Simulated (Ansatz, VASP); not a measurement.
## Al (Al wire along [100], 4 atoms a period): VASP beside Ansatz

Aim: how closely do two programs agree when they are given the same cell, functional and k mesh? The structure shown is the start of the Ansatz relaxation below; VASP solves that cell, so the two are compared at the walk's first step.

Program: Ansatz 0.2.0. Level of theory: plane waves, with VASP 6.6.1 beside it; single point at PBE. Results are calculated unless marked as measured.

### Step 1. The starting structure

The cell holds 4 atoms: 4 Al. Its edges and angles: a = 8.820 Å, b = 8.820 Å, c = 4.040 Å, α = 90.0°, β = 90.0°, γ = 90.0°. Vacuum lies along a and b. The structure's axis is c.

### Step 2. Ansatz: relaxation, PBE

Ansatz runs on its default PAW (the set named soft_2) files.

The two programs are compared at the cell with which this relaxation starts, whose forces are those of its first step.

File input.yaml:

```yaml
crystal:
  lattice:
    - [8.82, 0.0, 0.0]
    - [0.0, 8.82, 0.0]
    - [0.0, 0.0, 4.04]
  atoms:
    - { symbol: Al, position: [0.385487528, 0.385487528, 0.0] }
    - { symbol: Al, position: [0.614512472, 0.614512472, 0.0] }
    - { symbol: Al, position: [0.385487528, 0.614512472, 0.5] }
    - { symbol: Al, position: [0.614512472, 0.385487528, 0.5] }
kpoints:
  mp_grid: { grid: [1, 1, 20] }
scf:
  occupations: { method: fermi_dirac, width: 0.05 }
hamiltonian:
  xc: pbe
relax:
  cell: { fix: [a, b, alpha, beta, gamma] }
  max_steps: 60
```

Run with:

```console
$ ansatz run input.yaml --threads 4 --pin off --max-ram 16384MiB --backend cpu --events-out ev --progress --plain --runs-dir out
```

Numbers of over 12 decimals in the logs are rounded to 6 here.

The log of the run:

```text
Engine: ansatz 0.2.0, aarch64-unknown-linux-gnu
Pseudopotentials: kind: paw
Pseudopotential: Al, paw, valence charge 3, recommended cutoff 420 eV (normal), Al.paw.azcp
Functional definition: PBE
  parameter kappa = 0.804
  parameter beta = 0.066725
  exchange = pbe_x(kappa = kappa, mu = beta*pi^2/3)
  correlation = pbe_c(beta = beta)
Crystal: 4 atoms, lattice volume = 314.281 Å³
Basis set: ecut = 420 eV, 6141 PW (Γ), exchange–correlation on 120×120×60 points (8 copies of the dense FFT grid, shifted against one another)
Bands: 10, of which v1, the nominal top of the filled ones, is band 6 counted from 1 (5 counted from 0)
Symmetry: 16 space group operations
Space group: P42/mcm (ITA 132), of the structure as read, at distance tolerance 6.8e-5 Å
k-points: 11 of 20
Non-local potential: Al, projectors of the file, l = 0: 2, l = 1: 2, l = 2: 1
PAW form: soft (Blöchl's): semilocal exchange-correlation on the pseudo side does not see the compensation charge
PAW one-centre angular grid: Al, 110 points (default); XC on 64 Gauss nodes
Initial density: superposition of atomic densities (neutral atoms: chi_scale 0, normalization atom), corrected by the library's trained network
Initial wavefunctions: pseudopotential atomic-orbital guess
Functional: x = pbe(κ = 0.804, μ = 0.219515), c = pbe(β = 0.066725)
SCF iter   1: F=—  HF=-2145.009314 eV  |F-HF|=—  |Δ(HF+E_count)|=         —  Δρ=2.00e-3  dr2=2.75e-2  ethr=1.77e-3  ⟨swp⟩=8.0  Hψ=951  notcnv=0
preconditioner: auto → LDOS  [metal: Δε(μ)=0.028 eV  Ē_g=4.451 eV  σ=0.050 eV  W_gap=0.14  n_scr=14 (ndim 8)  ℏωp=7.3 eV  f_vac=0.348  D(μ)=5.42/eV (n_scr^D=30)  β→1.0]
SCF iter   2: F=—  HF=-2145.005947 eV  |F-HF|=—  |Δ(HF+E_count)|=   3.37e-3  Δρ=8.29e-4  dr2=4.36e-3  ethr=2.29e-4  ⟨swp⟩=3.1  Hψ=296  notcnv=0
SCF iter   3: F=—  HF=-2145.007266 eV  |F-HF|=—  |Δ(HF+E_count)|=   1.32e-3  Δρ=2.77e-4  dr2=5.12e-4  ethr=3.63e-5  ⟨swp⟩=2.3  Hψ=210  notcnv=0
SCF iter   4: F=—  HF=-2145.007431 eV  |F-HF|=—  |Δ(HF+E_count)|=   1.66e-4  Δρ=7.51e-5  dr2=4.97e-5  ethr=4.26e-6  ⟨swp⟩=2.5  Hψ=172  notcnv=0
SCF iter   5: F=—  HF=-2145.007573 eV  |F-HF|=—  |Δ(HF+E_count)|=   1.42e-4  Δρ=1.63e-5  dr2=2.81e-6  ethr=4.14e-7  ⟨swp⟩=2.5  Hψ=175  notcnv=0
SCF iter   6: F=-2145.007575 eV  HF=-2145.007575 eV  |F-HF|=2.73e-9  |Δ(HF+E_count)|=   1.49e-6  Δρ=2.09e-6  dr2=5.41e-8  ethr=8.33e-10  ⟨swp⟩=3.9  Hψ=523  notcnv=0
SCF 1 converged in 6 iterations: F = -2145.007575 eV  dr2 = 5.41e-8
  greatest PAW one-centre occupation: 0.511 electrons in one spin orbital (limit 2), on the Al atom at site 3 (counted from 0), in its partial waves of l = 0
relax step   1: F+E_penalty+E_count = -2145.00757460 eV  Δ(F+E_penalty+E_count) = +0.000e0 eV  max|allowed force component| = 3.336e-1 eV/Å  Δτ_max = 0.0000 Å  P = -1.304 GPa  Ω = 314.281 Å³  fix = [a, b, alpha, beta, gamma]  reactions: a -0.772, b -0.772 GPa  (6 SCF iters, dr2 threshold 1.00e-7 eV, accepted)
[...]
relax step  11: F+E_penalty+E_count = -2147.10620574 eV  Δ(F+E_penalty+E_count) = -1.390e-3 eV  max|allowed force component| = 4.538e-3 eV/Å  Δτ_max = 0.0109 Å  P = -0.317 GPa  Ω = 209.844 Å³  energy of the carried Pulay correction = +8.204e-3 eV  fix = [a, b, alpha, beta, gamma]  reactions: a -0.455, b -0.455 GPa  (5 SCF iters, dr2 threshold 2.09e-7 eV, accepted)
[...]
relax step  12: F+E_penalty+E_count = -2147.10483963 eV  Δ(F+E_penalty+E_count) = +1.366e-3 eV  max|allowed force component| = 4.802e-3 eV/Å  Δτ_max = 0.0000 Å  P = -0.325 GPa  Ω = 209.844 Å³  fix = [a, b, alpha, beta, gamma]  reactions: a -0.461, b -0.461 GPa  stress off target by 5.40e-2 GPa on what of the cell is left free  SCF on the basis re-selected at this cell (its energy is not comparable with the rows above)  (6 SCF iters)
[...]
relax step  13: F+E_penalty+E_count = -2147.10492283 eV  Δ(F+E_penalty+E_count) = -8.321e-5 eV  max|allowed force component| = 3.840e-5 eV/Å  Δτ_max = 0.0019 Å  P = -0.319 GPa  Ω = 209.637 Å³  energy of the carried Pulay correction = +2.388e-5 eV  fix = [a, b, alpha, beta, gamma]  reactions: a -0.480, b -0.480 GPa  (6 SCF iters, dr2 threshold 7.29e-9 eV, accepted)
[...]
relax step  14: F+E_penalty+E_count = -2147.10490119 eV  Δ(F+E_penalty+E_count) = +2.165e-5 eV  max|allowed force component| = 3.631e-5 eV/Å  Δτ_max = 0.0000 Å  P = -0.319 GPa  Ω = 209.637 Å³  fix = [a, b, alpha, beta, gamma]  reactions: a -0.480, b -0.480 GPa  stress off target by 2.42e-3 GPa on what of the cell is left free  SCF on the basis re-selected at this cell (its energy is not comparable with the rows above)  (5 SCF iters)
basis re-selected at this cell: Δ(F+E_penalty+E_count) = +2.165e-5 eV, ΔP = -0.000 GPa vs the last step (what re-selecting the basis moved, of the pressure what is left beyond the Pulay correction that the steps carried, after the strain that the cell walked since its last selection, with what the two solves' SCF thresholds leave and, on support functions, any second-order correction that the steps lacked; it is no m [...]
SCF converged after 5 iterations
Free energy (F): -2147.104901 eV
Harris-Foulkes:  -2147.104901 eV  (|F-HF|=3.64e-12)
Internal energy: -2147.066945 eV  (E = F + TS)
E sigma→0 (E₀):  -2147.085923 eV
Entropy (-TS):   -0.037956 eV (-9.489 meV/atom)
Fermi energy:    -0.062635 eV
--- Per-component energies (eV) ---
  E_band       = -45.943828
  E_kinetic    = 80.633392
  E_local      = -378.064342  (includes V_loc(G=0)·N_el)
  E_nonlocal   = 43.979909
  E_hartree    = 164.453629
  E_xc         = -152.266670
  E_vxc        = -106.670552  (∫ρ·V_xc dr)
  E_paw        = -1869.348103  (= ΣΔE_a)
  E_vpaw       = -14.729443  (= ΣTr[D̂ρ^β])
  E_aug_tail   = -0.000008  (compensation charges beyond the density's cutoff)
  E_ewald      = -36.454752
  E_smearing   = -0.037956  (= −TS)
  E_closure    = -0.000000  (closes the sum)
  Σ components = -2147.104901   (vs F -2147.104901, Δ=0.00e0)
--- Forces (eV/Å), atoms counted from 1 ---
  atom   1  Al     0.00003631     0.00003631     0.00000000
  atom   2  Al    -0.00003631    -0.00003631     0.00000000
  atom   3  Al     0.00003631    -0.00003631     0.00000000
  atom   4  Al    -0.00003631     0.00003631     0.00000000
  max |Σ_I F_I| component: 6.78e-21 eV/Å
--- Stress (GPa, compression-positive) ---
       -0.480039       0.000000       0.000000
        0.000000      -0.480039       0.000000
        0.000000       0.000000       0.002419
  P = ⅓ Tr σ = -0.3192 GPa (-3.192 kbar)
--- Relaxed structure (12 steps of the walk, 12 accepted, 2 SCFs on fresh bases) ---
  F+E_penalty+E_count = -2147.10490119 eV   max|allowed force component| = 3.631e-5 eV/Å   (the final SCF, on the basis selected at the relaxed cell)
  cell:  # Å, volume = 209.6367 Å³
    - [8.82, 0.0, 0.0]
    - [0.0, 8.82, 0.0]
    - [0.0, 0.0, 2.694823]
  atoms:
    - { symbol: Al, position: [0.362293, 0.362293, 0.0] }
    - { symbol: Al, position: [0.637707, 0.637707, 0.0] }
    - { symbol: Al, position: [0.362293, 0.637707, 0.500000] }
    - { symbol: Al, position: [0.637707, 0.362293, 0.500000] }
```

In the SCF lines HF is the Harris–Foulkes energy and dr2 the Hartree energy of the density residual, in eV; the loop may stop once dr2 is under the threshold and the program's other checks hold. Hψ counts applications of the Hamiltonian.

### Step 3. VASP: single point, PBE, start cell

The same cell, functional, mesh and smearing now go to VASP, with its own data sets.

Lines of VASP's logs that name or quote its potential files are left out, and so is its time.

File INCAR:

```
SYSTEM = Al
PREC = Accurate
ENCUT = 400
EDIFF = 1E-06
NELM = 120
ISMEAR = -1
SIGMA = 0.05
LREAL = .FALSE.
ALGO = Normal
GGA = PE
NBANDS = 12
LORBIT = 11
LWAVE = .FALSE.
LCHARG = .FALSE.
ISIF = 2
LASPH = .TRUE.
GGA_COMPAT = .FALSE.
```

File POSCAR:

```
Al
1.0
    8.8200000000      0.0000000000      0.0000000000
    0.0000000000      8.8200000000      0.0000000000
    0.0000000000      0.0000000000      4.0400000000
Al
4
Direct
    0.3854875283      0.3854875283      0.0000000000
    0.6145124717      0.6145124717      0.0000000000
    0.3854875283      0.6145124717      0.5000000000
    0.6145124717      0.3854875283      0.5000000000
```

File KPOINTS:

```
Automatic mesh
0
Gamma
1 1 20
0 0 0
```

The projector-augmented-wave data sets are Al (PBE family, release 64).

Run with:

```console
$ mpirun -np 1 vasp_std
```

The log of the run:

```text
[banner, memory and clock lines left out]
running    1 mpi-ranks, on    1 nodes
 distrk:  each k-point on    1 cores,    1 groups
 distr:  one band on    1 cores,    1 groups

 POSCAR found type information on POSCAR Al
 POSCAR found :  1 types and       4 ions
 LDA part: xc-table for (Slater+PW92), standard interpolation
 POSCAR, INCAR and KPOINTS ok, starting setup
 FFT: planning ... GRIDC
 FFT: planning ... GRID_SOFT
 FFT: planning ... GRID
 WAVECAR not read
 entering main loop
       N       E                     dE             d eps       ncg     rms          rms(c)
DAV:   1     0.237803656697E+02    0.23780E+02   -0.28627E+03   264   0.525E+02
DAV:   2    -0.916458285590E+01   -0.32945E+02   -0.31738E+02   384   0.810E+01
DAV:   3    -0.107912919518E+02   -0.16267E+01   -0.16004E+01   332   0.193E+01
DAV:   4    -0.108471928028E+02   -0.55901E-01   -0.55860E-01   380   0.457E+00
DAV:   5    -0.108493319461E+02   -0.21391E-02   -0.21390E-02   404   0.863E-01    0.277E+00
DAV:   6    -0.100956440460E+02    0.75369E+00   -0.14679E+00   264   0.410E+00    0.124E+00
DAV:   7    -0.997615437486E+01    0.11949E+00   -0.78681E-01   284   0.308E+00    0.399E-01
DAV:   8    -0.998168663626E+01   -0.55323E-02   -0.82713E-02   288   0.137E+00    0.221E-01
DAV:   9    -0.997484954796E+01    0.68371E-02   -0.26147E-02   280   0.649E-01    0.112E-01
DAV:  10    -0.997640391334E+01   -0.15544E-02   -0.38107E-03   344   0.291E-01    0.685E-02
DAV:  11    -0.997749935497E+01   -0.10954E-02   -0.23019E-03   280   0.230E-01    0.491E-02
DAV:  12    -0.997783224708E+01   -0.33289E-03   -0.28398E-04   284   0.953E-02    0.178E-02
DAV:  13    -0.997800298808E+01   -0.17074E-03   -0.15437E-04   288   0.637E-02    0.825E-03
DAV:  14    -0.997804817856E+01   -0.45190E-04   -0.59739E-05   280   0.379E-02    0.765E-03
DAV:  15    -0.997804631894E+01    0.18596E-05   -0.77813E-06   328   0.129E-02    0.297E-03
DAV:  16    -0.997804682080E+01   -0.50186E-06   -0.48472E-06   288   0.984E-03
   1 F= -.99780468E+01 E0= -.99560834E+01  d E =-.439268E-01
```

OUTCAR, selected parts (step 3):

```text
ion  position               nearest neighbor table
   1  0.385  0.385  0.000-   3 2.86   4 2.86   3 2.86   4 2.86   2 2.86
   2  0.615  0.615  0.000-   3 2.86   4 2.86   3 2.86   4 2.86   1 2.86
   3  0.385  0.615  0.500-   1 2.86   2 2.86   1 2.86   2 2.86   4 2.86
   4  0.615  0.385  0.500-   1 2.86   2 2.86   1 2.86   2 2.86   3 2.86

  LATTYP: Found a simple tetragonal cell.
 ALAT       =     8.8200000000
 C/A-ratio  =     0.4580498866

 Subroutine GETGRP returns: Found 16 space group operations
 (whereof  8 operations were pure point group operations)

The static configuration has the point symmetry D_2h.
 The point group associated with its full space group is D_4h.

 Found     11 irreducible k-points:

   k-points           NKPTS =     11   k-points in BZ     NKDIM =     11   number of bands    NBANDS=     12

   dimension x,y,z NGX =    60 NGY =   60 NGZ =   28
   dimension x,y,z NGXF=   120 NGYF=  120 NGZF=   56

   ENCUT  =  400.0 eV  29.40 Ry    5.42 a.u.  14.38 14.38  6.59*2*pi/ulx,y,z

   NELECT =      12.0000    total number of electrons

 k-points in reciprocal lattice and weights: Automatic mesh
   0.00000000  0.00000000  0.00000000       0.050
   0.00000000  0.00000000  0.05000000       0.100
   0.00000000  0.00000000  0.10000000       0.100
   0.00000000  0.00000000  0.15000000       0.100
   0.00000000  0.00000000  0.20000000       0.100
   0.00000000  0.00000000  0.25000000       0.100
   0.00000000  0.00000000  0.30000000       0.100
   0.00000000  0.00000000  0.35000000       0.100
   0.00000000  0.00000000  0.40000000       0.100
   0.00000000  0.00000000  0.45000000       0.100
   0.00000000  0.00000000  0.50000000       0.050

 average (electrostatic) potential at core
       1 -82.3469       2 -82.3469       3 -82.3469       4 -82.3469

 E-fermi :  -1.6757

 k-point     1 :       0.0000    0.0000    0.0000
  band No.  band energies     occupation
    ...
      3      -5.7567      2.00000
      4      -2.4077      2.00000
      5      -2.2579      1.99998
      6      -1.8031      1.85482
      7      -1.6388      0.64667
      8       0.2288      0.00000
      9       0.6585      0.00000
     10       0.6585      0.00000
     11       2.0549      0.00000
     12       2.0549      0.00000

 k-point     2 :       0.0000    0.0000    0.0500
  band No.  band energies     occupation
    ...
      3      -5.7355      2.00000
      4      -2.4877      2.00000
      5      -2.2392      1.99997
      6      -1.8301      1.91287
      7      -1.7819      1.78638
      8       0.5558      0.00000
      9       0.6187      0.00000
     10       0.6187      0.00000
     11       1.9011      0.00000
     12       1.9011      0.00000

 k-point     3 :       0.0000    0.0000    0.1000
  band No.  band energies     occupation
    ...
      3      -5.6720      2.00000
      4      -2.8648      2.00000
      5      -2.1834      1.99992
      6      -1.9953      1.99666
      7      -1.7183      1.40224
      8       0.4515      0.00000
      9       0.4515      0.00000
     10       1.2640      0.00000
     11       1.6392      0.00000
     12       1.6392      0.00000

  Total       -1.5132021     -1.5132021     -4.6617353     -0.0000000      0.0000000      0.0000000
  in kB       -7.7141660     -7.7141660    -23.7651006     -0.0000000      0.0000000      0.0000000
  external PRESSURE =     -13.0644775 kB  Pullay stress =       0.0000000 kB

  energy-cutoff  :      400.00
  volume of cell :      314.28
      direct lattice vectors                 reciprocal lattice vectors
     8.820000000  0.000000000  0.000000000     0.113378685  0.000000000  0.000000000
     0.000000000  8.820000000  0.000000000     0.000000000  0.113378685  0.000000000
     0.000000000  0.000000000  4.040000000     0.000000000  0.000000000  0.247524752

 POSITION                                       TOTAL-FORCE (eV/Angst)
 -----------------------------------------------------------------------------------
      3.40000      3.40000      0.00000         0.333029      0.333029     -0.000000
      5.42000      5.42000      0.00000        -0.333029     -0.333029      0.000000
      3.40000      5.42000      2.02000         0.333029     -0.333029      0.000000
      5.42000      3.40000      2.02000        -0.333029      0.333029     -0.000000
 -----------------------------------------------------------------------------------
    total drift:                                0.000000     -0.000000     -0.000000

  FREE ENERGIE OF THE ION-ELECTRON SYSTEM (eV)
  ---------------------------------------------------
  free  energy   TOTEN  =        -9.9780468208 eV

  energy  without entropy=       -9.9341200120  energy(sigma->0) =       -9.95608342

 total charge
# of ion       s       p       d       tot
------------------------------------------
    1        0.511   0.243   0.000   0.754
    2        0.511   0.243   0.000   0.754
    3        0.511   0.243   0.000   0.754
    4        0.511   0.243   0.000   0.754
--------------------------------------------------
tot          2.045   0.973   0.000   3.018

[... 3 further parts left out ...]
```

### Step 4. Comparison

Known differences besides the potentials themselves: the cutoff is 420 eV in Ansatz and 400 eV in VASP. Total energies have different zeros and are not compared.

Forces (eV/Å; atoms numbered as in POSCAR):

| atom | Ansatz x, y, z | VASP x, y, z |
| --- | --- | --- |
| Al1 | 0.334, 0.334, 0.000 | 0.333, 0.333, 0.000 |
| Al2 | -0.334, -0.334, 0.000 | -0.333, -0.333, 0.000 |
| Al3 | 0.334, -0.334, 0.000 | 0.333, -0.333, 0.000 |
| Al4 | -0.334, 0.334, 0.000 | -0.333, 0.333, 0.000 |

The forces differ by 0.5 meV/Å r.m.s., which is 0.2 % of the r.m.s. force of 0.272 eV/Å (both taken over all components).

### Step 5. Results

```json
{
 "r.m.s. force difference (single point, PBE, start cell)": "0.17 % of the r.m.s. force"
}
```

**Reading.** The r.m.s. force difference is 0.17 % of the r.m.s. force (single point, PBE, start cell), within the 3 % picked in this series as the mark of a large difference. 1 further run of this series is not shown here. How closely two codes agree says nothing of how well the functional describes the real material.

[Lines on the potential files, build, host, timing and source positions are cut from VASP's logs without a mark.]

[Logs are printed without paths, hosts, clocks, repeated set-up lines and the standing remarks that a program may print on its own settings, such as how far it seeks lower states.]

[Hosts, paths, dates, database ids (printed as entryN), source tags and the programs' standing remarks are cut or masked in the printed files.]
